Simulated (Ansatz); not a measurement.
**Relaxing TiO2**

These are results of DFT PBE, scalar-relativistic, plane waves, PAW (Ansatz 0.2.0), not measurements. Cutoff 420 eV, Γ-centred k mesh, Gaussian smearing, no spin polarisation in the final step.

This is the end of a relaxation of cell and atoms.

```yaml
crystal:
  lattice:
    - [6.13469, -1.87769, 0.00000]
    - [6.13469, 1.87769, 0.00000]
    - [-1.93559, 0.00000, 6.33582]
  atoms:
    - { symbol: Ti, position: [0.80609, 0.80609, 0.71891] }
    - { symbol: Ti, position: [0.10061, 0.10061, 0.71018] }
    - { symbol: Ti, position: [0.19391, 0.19391, 0.28109] }
    - { symbol: Ti, position: [0.89939, 0.89939, 0.28982] }
    - { symbol: O, position: [0.05806, 0.05806, 0.36968] }
    - { symbol: O, position: [0.63868, 0.63868, 0.70678] }
    - { symbol: O, position: [0.13255, 0.13255, 0.00338] }
    - { symbol: O, position: [0.94194, 0.94194, 0.63032] }
    - { symbol: O, position: [0.73558, 0.73558, 0.34525] }
    - { symbol: O, position: [0.86745, 0.86745, 0.99662] }
    - { symbol: O, position: [0.26442, 0.26442, 0.65475] }
    - { symbol: O, position: [0.36132, 0.36132, 0.29322] }
```

Formation energies are uncorrected and refer to the elements' standard structures at the same level (O₂ as a molecule).

Question: What space group does it have?

Answer: C2/m (No. 12). Conventional cell: a = 12.269 Å, b = 3.755 Å, c = 6.625 Å, β = 107.0°. Ti on Wyckoff site i (2 atoms of the primitive cell) has 1 O at 1.77 Å and 4 O at 1.92–2.03 Å; Ti on Wyckoff site i (2 atoms of the primitive cell) has 4 O at 1.86–1.94 Å and 2 O at 2.15–2.16 Å; O on Wyckoff site i (2 atoms of the primitive cell) is coordinated by 2 Ti at 1.86–1.92 Å and 1 Ti at 2.16 Å; around O on Wyckoff site i (2 atoms of the primitive cell) lie 3 Ti at 1.94–2.03 Å.

Question: What is its formation energy per atom?

Answer: -3.055 eV/atom.

Question: Is it a metal?

Answer: No, the gap on the 6×6×4 mesh is 2.77 eV.

The final run used a 6×6×4 mesh on its 12-atom cell and 0.02 eV smearing.

This form isn't the usual stable structure of the compound.

Cost: 2 runs of about 5.4 core-minutes in all, on Arm Neoverse V2 (shared hosts).